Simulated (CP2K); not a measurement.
## Ag under changes of volume

One of the cells (18.154 Å³/atom); the others are scaled copies at fixed shape and fractional positions:

```xyz
1
Lattice="2.8677 0.0000 0.0000 -0.9559 2.7037 0.0000 -0.9559 -1.3518 2.3414" Properties=species:S:1:pos:R:3 pbc="T T T"
Ag    0.0000    0.0000    0.0000
```

This isn't the form of Ag at room conditions, which is fcc.

```yaml
Program: CP2K 2026.2
Functional: r2SCAN
Potentials_or_basis: POTENTIAL_UZH Ag GTH-SCAN-q11; TZVP-MOLOPT-SCAN-GTH basis
Density_cutoff: 9184 eV
k_mesh: 11 × 11 × 11
Occupations: fermi-dirac, width 0.1 eV
Spin: no spin polarisation
```

```csv
volume (Å³/atom),energy over the lowest point (meV/atom),pressure (GPa)
17.065,?,?
17.428,0.00,0.5
17.791,1.30,-1.7
18.154,7.19,-3.6
18.517,17.09,-5.2
18.880,30.46,-6.6
19.243,46.82,-7.8
```

What does the run at 17.065 Å³/atom give?

Energy over the lowest point 3.97 meV/atom; pressure 3.0 GPa.

Worked out: A Birch-Murnaghan fit of order 3 (a polynomial in V^(-2/3)) to the other rows has its minimum at 17.51 Å³/atom with B0 = V·E''(V) = 109 GPa and B' = 5.7. It gives 4.00 meV/atom at 17.065 Å³/atom, against the run's 3.97, and -dE/dV = 3.0 GPa, against 3.0.

Energies are extrapolated to zero smearing.

Caveats: the basis of atomic orbitals isn't converged, which shifts pressures, moduli and gaps.
